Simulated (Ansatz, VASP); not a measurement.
# GaAs (GaAs (F-43m)): VASP beside Ansatz, part 2 of 2

Aim: how closely do two programs agree when they are given the same cell, functional and k mesh? The cell is taken from a series of runs on this material, whose earlier steps may have relaxed, scaled, displaced or heated it; both programs get it as it stands.

VASP 6.6.1 and Ansatz 0.2.0.

So far: The starting structure; VASP: relaxation of cell and atoms, PBEsol.

### 3. Ansatz: relaxation of cell and atoms, PBEsol

Level of this step: Ansatz beside VASP: Kohn-Sham DFT, plane waves, PBEsol (Ansatz).

Ansatz runs on its PAW soft_1 files.

The same cell, functional and mesh now go to Ansatz.

File input.yaml:

```yaml
crystal:
  lattice:
    - [0.0, 2.83, 2.83]
    - [2.83, 0.0, 2.83]
    - [2.83, 2.83, 0.0]
  atoms:
    - { symbol: Ga, position: [0.0, 0.0, 0.0] }
    - { symbol: As, position: [0.25, 0.25, 0.25] }
basis:
  ecutwfc: 420
  xc_grid: 2
hamiltonian:
  xc: pbesol
  pseudopotentials: { kind: paw, azcp: { folder: soft_1 }, xc_functional: pbe }
kpoints:
  mp_grid: { grid: [9, 9, 9] }
scf:
  occupations: { method: fixed }
  max_iter: 100
relax:
  f_tol: 0.005
  max_steps: 60
  cell: {}
output:
  forces: true
  stress: true
checkpoint:
  write: "../cell.run"
  compress: false
  write_wavefunctions: false
  write_every: 100000
```

On the command line:

```sh
$ ansatz run input.yaml --threads 32 --pin off --max-ram 84787MiB --backend cuda --events-out ev --progress --plain --runs-dir out --max-vram 78GiB
```

Numbers of over 12 decimals in the logs are rounded to 6 here.

The program printed:

```text
Engine: ansatz 0.2.0, aarch64-unknown-linux-gnu
Pseudopotentials: kind: paw
Pseudopotential: Ga, paw, valence charge 13, recommended cutoff 420 eV (normal), soft_1/Ga.paw.azcp
Pseudopotential: As, paw, valence charge 15, recommended cutoff 420 eV (normal), soft_1/As.paw.azcp
Functional definition: PBEsol
  exchange = pbesol_x
  correlation = pbesol_c
device memory: the entry about to start is reckoned to put 1.0 GiB on a device that reports 168.0 GiB free (of which the cap on the GPU budget leaves the run 78.0 GiB)
GPU FFT provider: cuFFT
GPU libraries: cuBLAS 13.8.1, cuFFT 12.4.0, cuSOLVER 12.3.2
GPU matrix products: emulated (plane waves: as basis.precision tells), large ones in fixed point in workspaces of 1.00 GiB
Crystal: 2 atoms, lattice volume = 45.330 Å³
Basis set: ecut = 420 eV, 893 PW (Γ), exchange–correlation on 54×54×54 points (8 copies of the dense FFT grid, shifted against one another)
Bands: 18, of which v1, the nominal top of the filled ones, is band 14 counted from 1 (13 counted from 0)
Symmetry: 24 space group operations
Space group: F-43m (ITA 216), of the structure as read, at distance tolerance 3.6e-5 Å
k-points: 35 of 729 (time reversal used)
Non-local potential: Ga, projectors of the file, l = 0: 2, l = 1: 2, l = 2: 3, l = 3: 1
Non-local potential: As, projectors of the file, l = 0: 2, l = 1: 2, l = 2: 3, l = 3: 1
PAW form: soft (Blöchl's): semilocal exchange-correlation on the pseudo side does not see the compensation charge
PAW frozen core: Ga, regenerated for the run's functional, and the local potential with it (the file was generated under x = pbe(κ = 0.804, μ = 0.219515), c = pbe(β = 0.066725))
PAW frozen core: As, regenerated for the run's functional, and the local potential with it (the file was generated under x = pbe(κ = 0.804, μ = 0.219515), c = pbe(β = 0.066725))
PAW one-centre angular grid: Ga, 590 points (default); XC on 64 Gauss nodes
PAW one-centre angular grid: As, 590 points (default); XC on 64 Gauss nodes
Initial density: superposition of atomic densities (chi_scale 0.1, normalization cell, long waves kept (reshape's long-wave potential 0.00 eV rms))
Initial wavefunctions: pseudopotential atomic-orbital guess
GPU buffer pool allocated for 19683 grid points (all kernels)
GPU transforms: local potential and band sums: pruned to the plane-wave sphere, on 25×27×27
Functional: x = pbesol(κ = 0.804, μ = 0.123457), c = pbesol(β = 0.046)
SCF iter   1: F=—  HF=-8556.980884 eV  |Δ(HF+E_count)|=         —  Δρ=4.27e-2  dr2=4.64e-1  Hψ=2769
preconditioner: auto → none  [insulator: Δε(μ)=0.472 eV  Ē_g=15.649 eV  n_scr=14 (ndim 8)  ℏωp=23.4 eV  f_vac=0.001  ε∞_Penn≈3.2]
SCF iter   2: F=—  HF=-8556.886973 eV  |Δ(HF+E_count)|=   9.39e-2  Δρ=1.83e-2  dr2=8.24e-2  Hψ=991
SCF iter   3: F=—  HF=-8556.873060 eV  |Δ(HF+E_count)|=   1.39e-2  Δρ=4.72e-3  dr2=6.18e-3  Hψ=1030
SCF iter   4: F=—  HF=-8556.868316 eV  |Δ(HF+E_count)|=   4.74e-3  Δρ=8.27e-4  dr2=1.07e-4  Hψ=1043
SCF iter   5: F=—  HF=-8556.868306 eV  |Δ(HF+E_count)|=   9.99e-6  Δρ=1.67e-4  dr2=1.00e-5  Hψ=1196
SCF iter   6: F=—  HF=-8556.868386 eV  |Δ(HF+E_count)|=   8.05e-5  Δρ=4.49e-5  dr2=9.24e-7  Hψ=1120
SCF iter   7: F=-8556.868386 eV  HF=-8556.868386 eV  |Δ(HF+E_count)|=   2.03e-7  Δρ=9.57e-6  dr2=2.45e-8  Hψ=2536
SCF 1 converged in 7 iterations: F = -8556.868386 eV  dr2 = 2.45e-8
  greatest PAW one-centre occupation: 0.999 electrons in one spin orbital (limit 2), on the As atom at site 1 (counted from 0), in its partial waves of l = 2
relax step   1: F+E_penalty+E_count = -8556.86838622 eV  Δ(F+E_penalty+E_count) = +0.000e0 eV  max|allowed force component| = 3.054e-18 eV/Å  Δτ_max = 0.0000 Å  P = -0.028 GPa  Ω = 45.330 Å³  (7 SCF iters, dr2 threshold 1.00e-7 eV, accepted)
device memory: the entry about to start is reckoned to put 1.0 GiB on a device that reports 168.0 GiB free (of which the cap on the GPU budget leaves the run 78.0 GiB)
GPU FFT provider: cuFFT
GPU libraries: cuBLAS 13.8.1, cuFFT 12.4.0, cuSOLVER 12.3.2
GPU matrix products: emulated (plane waves: as basis.precision tells), large ones in fixed point in workspaces of 1.00 GiB
Initial density: handed on by an earlier stage of this run
Initial wavefunctions: pseudopotential atomic-orbital guess (no wavefunctions were taken with the density)
GPU buffer pool allocated for 19683 grid points (all kernels)
GPU transforms: local potential and band sums: pruned to the plane-wave sphere, on 25×27×27
iter 1 solved again at ethr=1.04e-7 eV; its pass at ethr=3.10e-3 eV (dr2=2.91e-5 eV) is discarded
SCF iter   1: F=—  HF=-8556.868304 eV  |Δ(HF+E_count)|=         —  Δρ=9.57e-6  dr2=2.43e-8  Hψ=4223
preconditioner: auto → none  [insulator: Δε(μ)=0.420 eV  Ē_g=15.404 eV  n_scr=14 (ndim 8)  ℏωp=23.4 eV  f_vac=0.071  ε∞_Penn≈3.3]
SCF iter   2: F=—  HF=-8556.868386 eV  |Δ(HF+E_count)|=   8.22e-5  Δρ=5.53e-6  dr2=7.58e-9  Hψ=1123
SCF iter   3: F=—  HF=-8556.868386 eV  |Δ(HF+E_count)|=   8.32e-9  Δρ=2.00e-6  dr2=1.47e-9  Hψ=945
SCF iter   4: F=—  HF=-8556.868386 eV  |Δ(HF+E_count)|=  7.46e-10  Δρ=4.39e-7  dr2=5.70e-11  Hψ=945
SCF iter   5: F=-8556.868386 eV  HF=-8556.868386 eV  |Δ(HF+E_count)|=  4.18e-11  Δρ=7.81e-8  dr2=2.34e-12  Hψ=3522
SCF 2 converged in 5 iterations: F = -8556.868386 eV  dr2 = 2.34e-12
relax step   2: F+E_penalty+E_count = -8556.86838624 eV  Δ(F+E_penalty+E_count) = -1.296e-8 eV  max|allowed force component| = 1.608e-18 eV/Å  Δτ_max = 0.0000 Å  P = -0.028 GPa  Ω = 45.330 Å³  stress off target by 2.79e-2 GPa  SCF on the basis re-selected at this cell (its energy is not comparable with the rows above)  (5 SCF iters)
basis re-selected at this cell: Δ(F+E_penalty+E_count) = -1.296e-8 eV, ΔP = -0.000 GPa vs the last step (what re-selecting the basis moved, of the pressure what is left beyond the Pulay correction that the steps carried, after the strain that the cell walked since its last selection, with what the two solves' SCF thresholds leave and, on support functions, any second-order correction that the steps lacked; it is no m
SCF converged after 5 iterations
Free energy (F): -8556.868386 eV
Harris-Foulkes:  -8556.868386 eV  (|F-HF|=3.64e-12)
Internal energy: -8556.868386 eV  (E = F + TS)
E sigma→0 (E₀):  -8556.868386 eV
Fermi energy:    7.747439 eV
--- Per-component energies (eV) ---
  E_band       = -324.586839
  E_kinetic    = 209.813191
  E_local      = -3665.109942  (includes V_loc(G=0)·N_el)
  E_nonlocal   = -484.107492
  E_hartree    = 2132.439751
  E_xc         = -132.888089
  E_vxc        = -129.887078  (∫ρ·V_xc dr)
  E_paw        = -3923.121062  (= ΣΔE_a)
  E_vpaw       = -520.174779  (= ΣTr[D̂ρ^β])
  E_aug_tail   = -0.000251  (compensation charges beyond the density's cutoff)
  E_ewald      = -2695.723902
  E_core_change = 1.829409  (= ΣΔE_core)
  E_smearing   = -0.000000  (= −TS)
  E_closure    = -0.000000  (closes the sum)
  Σ components = -8556.868386   (vs F -8556.868386, Δ=0.00e0)
--- Forces (eV/Å), atoms counted from 1 ---
  atom   1  Ga    -0.00000000     0.00000000     0.00000000
  atom   2  As    -0.00000000    -0.00000000     0.00000000
  max |Σ_I F_I| component: 2.26e-17 eV/Å
--- Stress (GPa, compression-positive) ---
       -0.027879       0.000000      -0.000000
        0.000000      -0.027879       0.000000
       -0.000000       0.000000      -0.027879
  P = ⅓ Tr σ = -0.0279 GPa (-0.279 kbar)
--- Band table (eV; the first three rows and the last of 35) ---
  k-point 0: bands = ["-27.4262", "-27.4262", "-27.4262", "-27.4168", "-27.4168", "-7.0292", "-7.0292", "-7.0292", "-6.9509", "-6.9509", "-4.9800", "7.7474", "7.7474", "7.7474", "8.1675", "11.4480", "
  k-point 1: bands = ["-27.4262", "-27.4261", "-27.4261", "-27.4168", "-27.4168", "-7.0402", "-7.0263", "-7.0263", "-6.9511", "-6.9511", "-4.8353", "6.0080", "7.5552", "7.5552", "9.2177", "11.7321", "
  k-point 2: bands = ["-27.4262", "-27.4259", "-27.4259", "-27.4167", "-27.4167", "-7.0658", "-7.0197", "-7.0197", "-6.9509", "-6.9509", "-4.4247", "4.0490", "7.1658", "7.1658", "9.2041", "12.2269", "
  k-point 34: bands = ["-27.4261", "-27.4255", "-27.4246", "-27.4169", "-27.4162", "-7.1276", "-6.9982", "-6.9862", "-6.9617", "-6.9470", "-2.5064", "1.1829", "4.0795", "4.7080", "11.9129", "12.1686",
--- Relaxed structure (1 steps of the walk, 1 accepted, 1 SCFs on fresh bases) ---
  F+E_penalty+E_count = -8556.86838624 eV   max|allowed force component| = 1.608e-18 eV/Å   (the final SCF, on the basis selected at the relaxed cell)
  cell:  # Å, volume = 45.3304 Å³
    - [0.0, 2.83, 2.83]
    - [2.83, 0.0, 2.83]
    - [2.83, 2.83, 0.0]
  atoms:
    - { symbol: Ga, position: [0.0, 0.0, 0.0] }
    - { symbol: As, position: [0.250000, 0.250000, 0.250000] }
```

### 4. Comparison

Known differences besides the potentials themselves: fixed occupations in Ansatz, narrow Gaussian smearing in VASP; the data sets hold 28 valence electrons in Ansatz (on its PAW soft_1 files) and 18 in VASP; the cutoff is 420 eV in Ansatz and 500 eV in VASP; Ansatz makes its cores anew for this functional, VASP keeps those of its PBE data sets; Ansatz adds a Pulay correction to the stress that steers its cell, VASP none. Total energies have different zeros and are not compared.

The two programs side by side:

| quantity | Ansatz | VASP | difference |
| --- | --- | --- | --- |
| volume (Å³) | 45.33 | 45.40 | -0.16 % |
| edge a after relaxation, in the typed setting (Å) | 4.002 | 4.004 | -0.05 % |

### 5. Results

| Item | Value |
| --- | --- |
| difference in volume (relaxation of cell and atoms, PBEsol) | -0.16 % |

The difference in volume is -0.16 % (relaxation of cell and atoms, PBEsol), within the 1.2 % picked in this series as the mark of a large difference, as far as the stopping tolerances let one tell. The data sets hold unlike numbers of valence electrons (28 in Ansatz and 18 in VASP), so part of the differences comes from the potentials. Such differences can come from data sets, numerical settings and the points named under the comparisons, not from the functional's error against experiment.

[Lines on the potential files, build, host, timing and source positions are cut from VASP's logs without a mark.]

[Logs are printed without paths, hosts, clocks, repeated set-up lines and the standing remarks that a program may print on its own settings, such as how far it seeks lower states.]

[Hosts, paths, dates, database ids (printed as entryN), source tags and the programs' standing remarks are cut or masked in the printed files.]
